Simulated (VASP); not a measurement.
# H: restarted molecular dynamics, 2 variants

H, I4/mmm (no. 139), 12 atoms in the cell. PBE, molecular dynamics; PAW potentials H (PBE set).

| Restart from | Temperature at the end (K) | The same without a restart (K) | Potential energy at the end (eV/atom) | The same without a restart (eV/atom) | Electronic steps in the first step after the restart | Time (s) |
|---|---|---|---|---|---|---|
| CONTCAR with velocities, WAVECAR read | 717.0 | 717.0 | -3.28931 | -3.28932 | 4 | 85 |
| CONTCAR with velocities, no WAVECAR | 717.0 | 717.0 | -3.28931 | -3.28932 | 15 | 88 |

Limits: 30 fs of 12 atoms are too short for converged averages; the cell is only 3.4 Å across, so each atom moves in step with near copies of itself.

## Input of the first row

INCAR.step1:
```
SYSTEM = H
  ALGO = Fast
  EDIFF = 1E-6
  ENCUT = 250
  GGA = PE
  IBRION = 0
  ISIF = 2
  ISMEAR = -1
  ISYM = 0
  KPAR = 2
  LASPH = .TRUE.
  LCHARG = .FALSE.
  LREAL = Auto
  LWAVE = .TRUE.
  MDALGO = 2
  NELM = 60
  NELMIN = 4
  NSW = 30
  POTIM = 0.5
  PREC = Normal
  RANDOM_SEED = 279417 0 0
  SIGMA = 0.05
  SMASS = 0
  TEBEG = 1000
```

INCAR.step2, as INCAR.step1 but for:
```
- LWAVE = .TRUE.
+ LWAVE = .FALSE.
```

KPOINTS:
```
k-points
0
Monkhorst-Pack
  4 4 1
```

POSCAR.step1:
```
H
1.0
    3.3830689400      0.0000000000      0.0000000000
    0.0000000000      3.3830689400      0.0000000000
    0.0000000000      0.0000000000     12.3508439400
H
12
Direct
    0.0000000000      0.0000000000      0.0300459033
    0.0000000000      0.0000000000      0.3633792367
    0.0000000000      0.0000000000      0.6967125700
    0.0000000000      0.0000000000      0.3032874300
    0.0000000000      0.0000000000      0.6366207633
    0.0000000000      0.0000000000      0.9699540967
    0.5000000000      0.5000000000      0.1967125700
    0.5000000000      0.5000000000      0.5300459033
    0.5000000000      0.5000000000      0.8633792367
    0.5000000000      0.5000000000      0.1366207633
    0.5000000000      0.5000000000      0.4699540967
    0.5000000000      0.5000000000      0.8032874300
```

Commands (each step's output is kept before the next begins):
```
cat potpaw_PBE.64/H/POTCAR > POTCAR
cp INCAR.step1 INCAR
cp POSCAR.step1 POSCAR
mpirun -np 2 vasp_std > vasp.out
cp CONTCAR POSCAR
cp INCAR.step2 INCAR
mpirun -np 2 vasp_std > vasp.out
```

Changes of the last row against the first:
```
(step 1)
- LWAVE = True
+ LWAVE = False
```

VASP 6.6.1 took 85 s on 2 cores (AMD EPYC 7R13 (Zen 3)), a shared host.
